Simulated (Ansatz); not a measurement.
# NbP (I4_1md) in Ansatz: notebook

One crystal, NbP, is run at these levels: PBEsol+U; tasks: relaxation of cell and atoms.

Program: Ansatz 0.2.0. These are calculated values, not measurements. Logs are shortened: lines on timing, memory, paths and dates and some standing lists are left out, and cuts for length are marked.

### 1 Starting point

The structure is tetragonal, space group I4_1md (No. 109). The conventional cell has a = 3.350 Å, b = 3.350 Å, c = 11.480 Å, α = 90.00°, β = 90.00°, γ = 90.00°. Around Nb (site symmetry 2mm) lie 6 P at 2.55 Å. Around P (site symmetry 2mm) lie 6 Nb at 2.55 Å.

The cell is a database's computed one.

### 2 Relaxation of cell and atoms, PBEsol+U

The input, input.yaml:

```yaml
crystal:
  lattice:
    - [-1.6749232544, 1.6749232544, 5.7401081759]
    - [1.6749232544, -1.6749232544, 5.7401081759]
    - [1.6749232544, 1.6749232544, -5.7401081759]
  atoms:
    - { symbol: Nb, position: [0.2498808, 0.7498808, 0.5] }
    - { symbol: Nb, position: [0.4998808, 0.4998808, 0.0] }
    - { symbol: P, position: [0.83274777, 0.33274777, 0.5] }
    - { symbol: P, position: [0.08274777, 0.08274777, 0.0] }
hamiltonian:
  xc: pbesol
  pseudopotentials: { kind: paw }
  hubbard: { sites: [{ species: Nb, l: d, u_eff: 3.0 }] }
kpoints:
  mp_grid: { grid: [11, 11, 11] }
scf:
  occupations: { method: fermi_dirac, width: 0.05 }
output:
  forces: true
  stress: true
  eigenvalues: true
  write_density: true
  write_potential: true
  elf: true
  volumetric_format: npy
relax:
  f_tol: 0.01
  max_steps: 40
  cell: { stress_tol: 0.05 }
```

Potentials or basis: Ansatz PAW.

Run with:

```bash
$ ansatz run input.yaml --threads 2 --pin off --max-ram 5632MiB --backend cpu --events-out ev --progress --plain --runs-dir out
```

The program printed:

```text
Warning: RAYON_NUM_THREADS=2 ignored (pool sized by the plan → 2); use --threads N
basis.fft_grid_basis auto: the FFT boxes are laid along the combinations [[1, -1, 0], [0, 1, 0], [1, 0, 1]] of the cell's own vectors, 4.737, 6.210 and 3.350 Å long. The dense box has 32×45×24 points. Along the cell's own vectors, as sized, it would have 45×45×45, 2.64 times as many. Of the 8 symmetry operations that the crystal satisfies within crystal.symmetry.tolerance (time reversal apart; of a slab, those that keep its plane) the dense box along the cell's own vectors carries 8, and the one as laid loses 7 of those. basis.fft_grid_basis: typed keeps the cell's own vectors: state it where this run's energies or levels are differenced outside the engine with another run's, or held beside a run that keeps those vectors. Those combinations have planes normal to reciprocal vector 3, as the cell's own vectors have. Each planar average written beside output.write_density, output.write_potential has a row for each plane of the box: 24. The volumetric files lie along those combinations, not along the cell's own vectors: a cube or XSF file states them, and fields.json those of NumPy files.
Nb: projections on atomic orbitals take those of the free atom [Ar 3d10] 4s2 4p6 4d4 5s1, of charge +0.00 (hamiltonian.pseudopotentials.projection_atoms); the dataset's partial waves leave at most 4.9e-6 of an orbital's norm unspanned inside its sphere
P: projections on atomic orbitals take those of the free atom [Ne] 3s2 3p3, of charge +0.00 (hamiltonian.pseudopotentials.projection_atoms); the dataset's partial waves leave at most 1.0e-7 of an orbital's norm unspanned inside its sphere
Engine: ansatz 0.2.0, aarch64-unknown-linux-gnu
Pseudopotentials: kind: paw
Pseudopotential: Nb, paw, valence charge 13, recommended cutoff 420 eV (normal), Nb.paw.azcp
Pseudopotential: P, paw, valence charge 5, recommended cutoff 420 eV (normal), P.paw.azcp
Functional definition: PBEsol
  exchange = pbesol_x
  correlation = pbesol_c
Crystal: 4 atoms, lattice volume = 64.412 Å³
Basis set: ecut = 420 eV, 1231 PW (Γ), FFT grids on a1−a2, a2, a1+a3, exchange–correlation on 64×90×48 points (8 copies of the dense FFT grid, shifted against one another)
Bands: 22, of which v1, the nominal top of the filled ones, is band 18 counted from 1 (17 counted from 0)
Symmetry: 8 space group operations
Space group: I41md (ITA 109), of the structure as read, at distance tolerance 4.0e-5 Å
k-points: 126 of 1331 (time reversal used)
Non-local potential: Nb, projectors of the file, l = 0: 3, l = 1: 2, l = 2: 2, l = 3: 1
Non-local potential: P, projectors of the file, l = 0: 2, l = 1: 2, l = 2: 2
PAW form: soft (Blöchl's): semilocal exchange-correlation on the pseudo side does not see the compensation charge
PAW frozen core: Nb, regenerated for the run's functional, and the local potential with it (the file was generated under x = pbe(κ = 0.804, μ = 0.2195149727645171), c = pbe(β = 0.06672455060314922))
PAW frozen core: P, regenerated for the run's functional, and the local potential with it (the file was generated under x = pbe(κ = 0.804, μ = 0.2195149727645171), c = pbe(β = 0.06672455060314922))
PAW one-centre angular grid: Nb, 590 points (default); XC on 64 Gauss nodes
PAW one-centre angular grid: P, 110 points (default); XC on 64 Gauss nodes
Initial density: superposition of atomic densities (chi_scale 0.1, normalization cell, long waves of neutral atoms under a Hubbard term (reshape's long-wave potential 0.00 eV rms, cloud 2.71 Å wide))
Initial wavefunctions: pseudopotential atomic-orbital guess
Functional: x = pbesol(κ = 0.804, μ = 0.12345679012345678), c = pbesol(β = 0.046)
SCF iter   1: F=—  HF=-10469.605293 eV  |F-HF|=—  |Δ(HF+E_count)|=         —  Δρ=7.56e-2  dr2=5.73e0  ethr=3.10e-3  ⟨swp⟩=6.0  Hψ=14555  notcnv=0
preconditioner: auto → Kerker (q_TF=auto, 2.476 Å⁻¹)  [metal: Δε(μ)=0.015 eV  Ē_g=7.251 eV  σ=0.050 eV  W_gap=0.07  n_scr=12 (ndim 8)  ℏωp=20.7 eV  f_vac=0.000  D(μ)=0.41/eV (n_scr^D=0)]
SCF iter   2: F=—  HF=-10468.167480 eV  |F-HF|=—  |Δ(HF+E_count)|=    1.44e0  Δρ=3.44e-2  dr2=8.75e-1  ethr=3.10e-3  ⟨swp⟩=3.0  Hψ=6302  notcnv=0
SCF iter   3: F=—  HF=-10467.988600 eV  |F-HF|=—  |Δ(HF+E_count)|=   1.79e-1  Δρ=1.01e-2  dr2=5.16e-2  ethr=2.43e-3  ⟨swp⟩=2.4  Hψ=4407  notcnv=0
SCF iter   4: F=—  HF=-10467.991109 eV  |F-HF|=—  |Δ(HF+E_count)|=   2.51e-3  Δρ=2.48e-3  dr2=4.13e-3  ethr=1.43e-4  ⟨swp⟩=2.1  Hψ=5337  notcnv=0
SCF iter   5: F=—  HF=-10467.990072 eV  |F-HF|=—  |Δ(HF+E_count)|=   1.04e-3  Δρ=2.87e-4  dr2=6.56e-5  ethr=1.15e-5  ⟨swp⟩=2.4  Hψ=4421  notcnv=0
SCF iter   6: F=—  HF=-10467.990070 eV  |F-HF|=—  |Δ(HF+E_count)|=   2.03e-6  Δρ=9.80e-5  dr2=9.38e-6  ethr=1.82e-7  ⟨swp⟩=2.5  Hψ=4291  notcnv=0
SCF iter   7: F=—  HF=-10467.990069 eV  |F-HF|=—  |Δ(HF+E_count)|=   1.54e-6  Δρ=1.38e-5  dr2=1.32e-7  ethr=2.61e-8  ⟨swp⟩=2.0  Hψ=3770  notcnv=0
SCF iter   8: F=-10467.990069 eV  HF=-10467.990069 eV  |F-HF|=5.89e-9  |Δ(HF+E_count)|=   2.00e-8  Δρ=2.96e-6  dr2=9.64e-9  ethr=2.78e-10  ⟨swp⟩=8.4  Hψ=17847  notcnv=0
SCF 1 converged in 8 iterations: F = -10467.990069 eV  dr2 = 9.64e-9
relax step   1: F+E_penalty+E_count = -10467.99006850 eV  Δ(F+E_penalty+E_count) = +0.000e0 eV  max|allowed force component| = 1.106e-2 eV/Å  Δτ_max = 0.0000 Å  P = -5.173 GPa  Ω = 64.412 Å³  (8 SCF iters, dr2 threshold 1.00e-7 eV, accepted)
Crystal: 4 atoms, lattice volume = 61.448 Å³
Basis set: ecut = 420 eV, 1215 PW (Γ), FFT grids on a1−a2, a2, a1+a3, exchange–correlation on 64×90×48 points (8 copies of the dense FFT grid, shifted against one another)
Initial density: handed on by an earlier stage of this run
Initial wavefunctions: those handed on with the density
iter 1 solved again at ethr=9.62e-6 eV; its pass at ethr=3.10e-3 eV (dr2=3.46e-3 eV) is discarded
[... 24 lines left out ...]
SCF 4 converged in 3 iterations: F = -10468.019936 eV  dr2 = 5.45e-8
relax step   4: F+E_penalty+E_count = -10468.01993638 eV  Δ(F+E_penalty+E_count) = -5.328e-5 eV  max|allowed force component| = 2.739e-4 eV/Å  Δτ_max = 0.0004 Å  P = -0.004 GPa  Ω = 62.628 Å³  energy of the carried Pulay correction = +3.024e-4 eV  (3 SCF iters, dr2 threshold 1.39e-7 eV, accepted)
Initial wavefunctions: pseudopotential atomic-orbital guess (no wavefunctions were taken with the density)
iter 1 solved again at ethr=1.31e-8 eV; its pass at ethr=3.10e-3 eV (dr2=4.71e-6 eV) is discarded
SCF iter   1: F=—  HF=-10468.019664 eV  |F-HF|=—  |Δ(HF+E_count)|=         —  Δρ=3.28e-5  dr2=1.10e-7  ethr=1.31e-8  ⟨swp⟩=3.2  Hψ=22703  notcnv=0
SCF iter   2: F=—  HF=-10468.019664 eV  |F-HF|=—  |Δ(HF+E_count)|=   5.75e-7  Δρ=1.80e-5  dr2=3.96e-8  ethr=3.06e-10  ⟨swp⟩=1.1  Hψ=2786  notcnv=0
SCF iter   3: F=—  HF=-10468.019664 eV  |F-HF|=—  |Δ(HF+E_count)|=   4.20e-8  Δρ=2.12e-6  dr2=1.43e-9  ethr=1.10e-10  ⟨swp⟩=2.7  Hψ=4699  notcnv=0
SCF iter   4: F=—  HF=-10468.019664 eV  |F-HF|=—  |Δ(HF+E_count)|=  6.20e-10  Δρ=3.62e-7  dr2=9.23e-11  ethr=3.98e-12  ⟨swp⟩=2.1  Hψ=4008  notcnv=0
SCF iter   5: F=-10468.019664 eV  HF=-10468.019664 eV  |F-HF|=3.64e-12  |Δ(HF+E_count)|=  1.82e-12  Δρ=1.16e-7  dr2=6.42e-12  ethr=1.00e-12  ⟨swp⟩=5.0  Hψ=12110  notcnv=0
SCF 5 converged in 5 iterations: F = -10468.019664 eV  dr2 = 6.42e-12
relax step   5: F+E_penalty+E_count = -10468.01966438 eV  Δ(F+E_penalty+E_count) = +2.720e-4 eV  max|allowed force component| = 2.142e-4 eV/Å  Δτ_max = 0.0000 Å  P = -0.009 GPa  Ω = 62.628 Å³  stress off target by 1.78e-2 GPa  SCF on the basis re-selected at this cell (its energy is not comparable with the rows above)  (5 SCF iters)
basis re-selected at this cell: Δ(F+E_penalty+E_count) = +2.720e-4 eV, ΔP = -0.005 GPa vs the last step (what re-selecting the basis moved, of the pressure what is left beyond the Pulay correction that the steps carried, after the strain that the cell walked since its last selection, with what the two solves' SCF thresholds leave and, on support functions, any second-order correction that the steps lacked; it is no measure of the basis error at this ecutwfc). This SCF's stress stands 1.78e-2 GPa from its target on what of the cell is left free (relax.cell.stress_tol is 5.00e-2 GPa) and its largest allowed force component is 2.14e-4 eV/Å (relax.f_tol is 1.00e-2 eV/Å): within both
SCF converged after 5 iterations
Free energy (F): -10468.019664 eV
Harris-Foulkes:  -10468.019664 eV  (|F-HF|=3.64e-12)
Internal energy: -10468.014678 eV  (E = F + TS)
E sigma→0 (E₀):  -10468.017171 eV
Entropy (-TS):   -0.004986 eV (-1.247 meV/atom)
Fermi energy:    15.359657 eV
--- Per-component energies (eV) ---
  E_band       = -132.177242
  E_kinetic    = 936.333190
  E_local      = -1694.516059  (includes V_loc(G=0)·N_el)
  E_nonlocal   = 308.722071
  E_hartree    = 549.896071
  E_xc         = -475.461438
  E_vxc        = -552.287100  (∫ρ·V_xc dr)
  E_hubbard    = 7.375788  (on-site DFT+U / exact-exchange correction)
  E_vhub       = 1.560007  (the Hubbard potential's part of the band-sum identity)
  E_paw        = -7143.237918  (= ΣΔE_a)
  E_vpaw       = -231.781558  (= ΣTr[D̂ρ^β])
  E_aug_tail   = 0.000020  (compensation charges beyond the density's cutoff)
  E_ewald      = -2957.596013
  E_core_change = 0.469610  (= ΣΔE_core)
  E_smearing   = -0.004986  (= −TS)
  E_closure    = 0.000000  (closes the sum)
  Σ components = -10468.019664   (vs F -10468.019664, Δ=0.00e0)
--- Forces (eV/Å), atoms counted from 1 ---
  atom   1  Nb     0.00000000    -0.00000000    -0.00021446
  atom   2  Nb    -0.00000000     0.00000000    -0.00021446
  atom   3  P      0.00000000     0.00000000     0.00021386
  atom   4  P     -0.00000000     0.00000000     0.00021386
  max |Σ_I F_I| component: 1.19e-6 eV/Å
--- Stress (GPa, compression-positive) ---
       -0.004616      -0.000000      -0.000000
       -0.000000      -0.004616      -0.000000
       -0.000000       0.000000      -0.017822
  P = ⅓ Tr σ = -0.0090 GPa (-0.090 kbar)
--- Band table (eV; the first three rows and the last of 126) ---
  k-point 0: bands = ["-39.6041", "-39.5599", "-15.9289", "-15.7199", "-15.7199", "-15.5586", "-15.5586", "-15.4967", "2.4345", "4.9822", "8.9982", "12.2305", "13.0962", "13.0962", "13.1470", "13.5491", "13.9559", "13.9559", "16.2280", "17.0418", "18.0102", "18.5727"]
  k-point 1: bands = ["-39.6001", "-39.5579", "-15.9162", "-15.7446", "-15.7380", "-15.5831", "-15.5767", "-15.4948", "2.6660", "5.0644", "9.1219", "11.9001", "12.8870", "12.9011", "12.9770", "13.4280", "14.0357", "14.1727", "15.9049", "16.5030", "18.0622", "18.1032"]
  k-point 2: bands = ["-39.5891", "-39.5528", "-15.8894", "-15.8077", "-15.7785", "-15.6408", "-15.6232", "-15.4983", "3.2930", "5.2249", "9.5570", "11.1072", "11.8109", "12.3821", "12.5221", "13.6491", "14.4600", "14.5352", "15.6082", "15.8389", "17.5722", "18.4290"]
  k-point 125: bands = ["-39.5810", "-39.5802", "-15.7672", "-15.7267", "-15.7161", "-15.7007", "-15.5679", "-15.5470", "3.5467", "3.5695", "11.1056", "11.2628", "12.1335", "12.4434", "12.6374", "13.0739", "14.3652", "14.9098", "16.2736", "17.1062", "17.4697", "17.8161"]
Occupation matrices written to <dir>
--- Relaxed structure (4 steps of the walk, 4 accepted, 1 SCFs on fresh bases) ---
  F+E_penalty+E_count = -10468.01966438 eV   max|allowed force component| = 2.142e-4 eV/Å   (the final SCF, on the basis selected at the relaxed cell)
  cell:  # Å, volume = 62.6276 Å³
    - [-1.6623226629929613, 1.6623226629929613, 5.665978638693609]
    - [1.6623226629929613, -1.6623226629929613, 5.665978638693609]
    - [1.6623226629929613, 1.6623226629929613, -5.665978638693609]
  atoms:
    - { symbol: Nb, position: [0.2501006490360378, 0.7501006490360378, 0.5] }
    - { symbol: Nb, position: [0.5001006490360378, 0.5001006490360378, -5.8528806070839136e-34] }
    - { symbol: P, position: [0.8325279209639622, 0.3325279209639622, 0.5] }
    - { symbol: P, position: [0.0825279209639622, 0.0825279209639622, -1.9409865156783755e-34] }
```

Wall time 66 s (2 threads of Arm Neoverse V2, shared host); peak memory 0.62 GiB.

What came out:

```
Free energy                            : -10468.0197 eV
Relaxed volume                         : 15.66 Å³/atom
Relaxed cell                           : a = 6.134 Å, b = 6.134 Å, c = 6.134 Å, α = 148.55°, β = 148.55°, γ = 45.07°
Space group after relaxing (to 0.05 Å) : I4_1md (No. 109)
Energy gained by relaxing              : 7.4 meV/atom
Ionic steps                            : 5
Pressure after relaxing                : 0.0 GPa
Band gap on the k mesh                 : 0.01 eV, indirect (least direct gap 0.03 eV)
```

The path:
```tsv
step	energy change (eV)	largest force (eV/Å)	volume (Å³)
1	0.0000	0.0111	64.41
2	-0.0159	0.0074	61.45
3	-0.0298	0.0025	62.68
4	-0.0299	0.0003	62.63
5	-0.0296	0.0002	62.63
```

Final structure:
```
CELL_PARAMETERS angstrom
-1.66232 1.66232 5.66598
1.66232 -1.66232 5.66598
1.66232 1.66232 -5.66598
ATOMIC_POSITIONS crystal
Nb 0.25010 0.75010 0.50000
Nb 0.50010 0.50010 0.00000
P 0.83253 0.33253 0.50000
P 0.08253 0.08253 0.00000
```

Levels at points of the mesh, in eV from the valence-band top:
| k point | band 15 | band 16 | band 17 | band 18 | band 19 | band 20 | band 21 | band 22 |
| --- | --- | --- | --- | --- | --- | --- | --- | --- |
| (0.00, 0.00, 0.00) | -2.21 | -1.81 | -1.40 | -1.40 | 0.87 | 1.69 | 2.65 | 3.22 |

Eigenvalues of the final occupation matrices:
```csv
site,spin,trace,eigenvalues
site 1,1,2.20,0.41 0.42 0.44 0.45 0.48
site 2,1,2.20,0.41 0.42 0.44 0.45 0.48
```

Caveat: odd divisions of the mesh miss points on the zone boundary, where band edges often lie, so the gap on the mesh can be too wide; the plane-wave basis is chosen anew once the cell has moved, so the energies of steps on either side of that aren't comparable; the PAW data sets come from PBE, with cores solved anew for the run's functional, which leaves a small shift of forces and pressure; the U is typed as a test and isn't derived for this compound. A k mesh can miss the band edges.

### 3 Relaxation of cell and atoms, PBEsol+U

input.yaml, as its differences from that of step 2:

```diff
@@ -13,3 +13,3 @@
   pseudopotentials: { kind: paw }
-  hubbard: { sites: [{ species: Nb, l: d, u_eff: 3.0 }] }
+  hubbard: { sites: [{ species: Nb, l: d, u_eff: 4.0 }] }
 kpoints:
@@ -22,6 +22,2 @@
   eigenvalues: true
-  write_density: true
-  write_potential: true
-  elf: true
-  volumetric_format: npy
 relax:
```

Potentials or basis: Ansatz PAW.

Run with:

```bash
$ ansatz run input.yaml --threads 2 --pin off --max-ram 5632MiB --backend cpu --events-out ev --progress --plain --runs-dir out
```

It took 57 s on 2 threads of Arm Neoverse V2, shared host; peak memory 0.61 GiB.

Results (log left out):

```
Free energy                            : -10465.5631 eV
Relaxed volume                         : 15.70 Å³/atom
Relaxed cell                           : a = 6.145 Å, b = 6.145 Å, c = 6.145 Å, α = 148.60°, β = 148.60°, γ = 45.00°
Space group after relaxing (to 0.05 Å) : I4_1md (No. 109)
Energy gained by relaxing              : 6.0 meV/atom
Ionic steps                            : 5
Pressure after relaxing                : 0.0 GPa
Band gap on the k mesh                 : none (metal or under the smearing width)
```

Step by step:
```tsv
step	energy change (eV)	largest force (eV/Å)	volume (Å³)
1	0.0000	0.0050	64.41
2	-0.0140	0.0012	61.75
3	-0.0244	0.0025	62.83
4	-0.0244	0.0013	62.79
5	-0.0242	0.0012	62.79
```

Final structure:
```
CELL_PARAMETERS angstrom
-1.66285 1.66285 5.67700
1.66285 -1.66285 5.67700
1.66285 1.66285 -5.67700
ATOMIC_POSITIONS crystal
Nb 0.25004 0.75004 0.50000
Nb 0.50004 0.50004 0.00000
P 0.83259 0.33259 0.50000
P 0.08259 0.08259 0.00000
```

Levels at points of the mesh, in eV from the Fermi level:
```
           k point  band 16  band 17  band 18  band 19  band 20  band 21
(0.00, 0.00, 0.00)    -1.85    -1.41    -1.41     0.89     1.69     2.57
```

Eigenvalues of the final occupation matrices:
| site | spin | trace | eigenvalues |
| --- | --- | --- | --- |
| site 1 | 1 | 2.19 | 0.40 0.42 0.44 0.45 0.48 |
| site 2 | 1 | 2.19 | 0.40 0.42 0.44 0.45 0.48 |

Caveat: the plane-wave basis is chosen anew once the cell has moved, so the energies of steps on either side of that aren't comparable; U without spin polarisation on a metal has little footing; the PAW data sets come from PBE, with cores solved anew for the run's functional, which leaves a small shift of forces and pressure; the U is typed as a test and isn't derived for this compound.

[end of part 1 of 2]
